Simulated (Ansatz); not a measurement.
# TaN: the cost of one run

Program: Ansatz 0.2.0. Level of theory: DFT, levels as named, plane waves, PAW. These are calculated values, not measurements.

## Step 1: The starting structure

It takes space group P6/mmm (No. 191, hexagonal). The conventional cell has a = 5.191 Å, b = 5.191 Å, c = 2.908 Å, α = 90.00°, β = 90.00°, γ = 120.00°. Ta (site symmetry 6/mmm) has 6 N at 2.60 Å and 2 Ta at 2.91 Å as nearest neighbours. Around Ta (site symmetry -6m2) lie 6 N at 2.09 Å. Around N (site symmetry mmm) lie 6 Ta at 2.09 to 2.60 Å.

Structure file:

```cif
data_structure
_symmetry_space_group_name_H-M 'P6/mmm'
_symmetry_Int_Tables_number 191
_cell_length_a 5.1910
_cell_length_b 5.1910
_cell_length_c 2.9080
_cell_angle_alpha 90.000
_cell_angle_beta 90.000
_cell_angle_gamma 120.000
_cell_volume 67.86
loop_
_atom_site_label
_atom_site_type_symbol
_atom_site_symmetry_multiplicity
_atom_site_Wyckoff_symbol
_atom_site_fract_x
_atom_site_fract_y
_atom_site_fract_z
_atom_site_occupancy
Ta1 Ta 1 a 0.00000 0.00000 0.00000 1
Ta2 Ta 2 d 0.33333 0.66667 0.50000 1
N1 N 3 f 0.50000 0.00000 0.00000 1
```

## Step 2: PBE: cell and atoms

The input, input.yaml:

```yaml
crystal:
  lattice:
    - [5.191, 0.0, 0.0]
    - [-2.5955, 4.49553787, 0.0]
    - [0.0, 0.0, 2.908]
  atoms:
    - { symbol: Ta, position: [0.0, 0.0, 0.0] }
    - { symbol: Ta, position: [0.33333333, 0.66666667, 0.5] }
    - { symbol: Ta, position: [0.66666667, 0.33333333, 0.5] }
    - { symbol: "N", position: [0.5, 0.0, 0.0] }
    - { symbol: "N", position: [0.5, 0.5, 0.0] }
    - { symbol: "N", position: [0.0, 0.5, 0.0] }
  symmetry: { tolerance: 0.0003 }
hamiltonian:
  xc: pbe
  pseudopotentials: { kind: paw, azcp: { folder: soft_1 } }
basis:
  ecutwfc: 420
magnetization:
  spin_polarized: false
scf:
  occupations: { method: fermi_dirac, width: 0.1 }
kpoints:
  mp_grid: { grid: [7, 7, 11], shift: [0, 0, 0] }
output:
  forces: true
  stress: true
  eigenvalues: true
relax:
  max_steps: 60
  cell: {}
```

Run with:

```console
> ansatz run input.yaml --threads 2 --pin off --max-ram 5632MiB --backend cpu --events-out ev --progress --plain --runs-dir out
```

What time and memory should one allow on 2 threads of AMD EPYC 9R45 (Zen 5), shared host?

About 7.3 s, with a peak of 0.47 GiB.
